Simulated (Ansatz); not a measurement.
# Ge7H4Se7 (buck sheet): the cost of one run

Program: Ansatz 0.2.0. Level of theory: DFT PBEsol, scalar-relativistic, plane waves, PAW. These are calculated values, not measurements.

3 further runs of the same task are left out: 3 set aside as unsound or not needed. Runs told in other sessions of the task aren't counted.

### 1 The system as given

The structure is trigonal, space group P3m1 (No. 156). The conventional cell has a = 3.587 Å, b = 3.587 Å, c = 26.688 Å, α = 90.00°, β = 90.00°, γ = 120.00°. Around Ge (site symmetry 3m) lie 3 Se at 2.53 Å. Around Se (site symmetry 3m) lie 3 Ge at 2.53 Å.

Structure file:

```xyz
2
Lattice="3.5866 0.0000 0.0000 -1.7933 3.1061 0.0000 0.0000 0.0000 26.6877" Properties=species:S:1:pos:R:3 pbc="T T T"
Ge    0.0000    2.0707    8.5243
Se    1.7933    1.0354    9.9721
```

This sheet was relaxed beforehand with the same method; its gap on the mesh is 2.21 eV.

### 2 The armchair ribbon, N = 7 with H caps

The ribbon is cut from the relaxed sheet, periodic along c; N counts formula units a period. The edge energy is the mean of both edges over the sheet, -4838.9693 eV an atom. Each H cap counts from half an H2 molecule (-15.609 eV in a separate run).

The cell holds 7 Ge, 7 Se, 4 H: a = 21.900 Å, b = 10.700 Å, c = 6.212 Å, α = 90.00°, β = 90.00°, γ = 90.00°.

### 3 Relaxation

Pressure and volume refer to the whole cell with its vacuum; only the period along c may change.

File input.yaml:

```yaml
crystal:
  lattice:
    - [21.9, 0.0, 0.0]
    - [0.0, 10.7, 0.0]
    - [0.0, 0.0, 6.2121087128]
  atoms:
    - { symbol: Ge, position: [0.6637699835, 0.4323455407, 0.3333333333] }
    - { symbol: Ge, position: [0.7456549752, 0.4323455407, 0.8333333333] }
    - { symbol: Ge, position: [0.5, 0.4323455407, 0.3333333333] }
    - { symbol: Ge, position: [0.5818849917, 0.4323455407, 0.8333333333] }
    - { symbol: Ge, position: [0.3362300165, 0.4323455407, 0.3333333333] }
    - { symbol: Ge, position: [0.4181150083, 0.4323455407, 0.8333333333] }
    - { symbol: Ge, position: [0.2543450248, 0.4323455407, 0.8333333333] }
    - { symbol: Se, position: [0.7456549752, 0.5676544593, 0.1666666667] }
    - { symbol: Se, position: [0.5818849917, 0.5676544593, 0.1666666667] }
    - { symbol: Se, position: [0.6637699835, 0.5676544593, 0.6666666667] }
    - { symbol: Se, position: [0.4181150083, 0.5676544593, 0.1666666667] }
    - { symbol: Se, position: [0.5, 0.5676544593, 0.6666666667] }
    - { symbol: Se, position: [0.2543450248, 0.5676544593, 0.1666666667] }
    - { symbol: Se, position: [0.3362300165, 0.5676544593, 0.6666666667] }
    - { symbol: H, position: [0.7955641346, 0.5148167512, 0.731749477] }
    - { symbol: H, position: [0.2044358654, 0.5148167512, 0.731749477] }
    - { symbol: H, position: [0.7932955364, 0.4889319402, 0.2636330749] }
    - { symbol: H, position: [0.2067044636, 0.4889319402, 0.2636330749] }
basis:
  ecutwfc: 420
kpoints:
  mp_grid: { grid: [1, 1, 6] }
hamiltonian:
  xc: pbesol
scf:
  occupations: { method: gaussian, width: 0.05 }
output:
  forces: true
  stress: true
  eigenvalues: true
  populations: true
  write_density: true
  write_potential: true
  elf: true
  volumetric_format: npy
relax:
  adjacent_minimum: "off"
  f_tol: 0.02
  max_steps: 45
  cell: { fix: [a, b, alpha, beta, gamma], stress_tol: 0.03 }
```

The run is started by

```bash
$ ansatz run input.yaml --threads 4 --pin off --max-ram 11264MiB --backend cpu --events-out ev --progress --plain --runs-dir out
```

What time and memory should one allow on 4 threads of AMD EPYC 9R45 (Zen 5), shared host?

About 2.9 min, with a peak of 3 GiB.
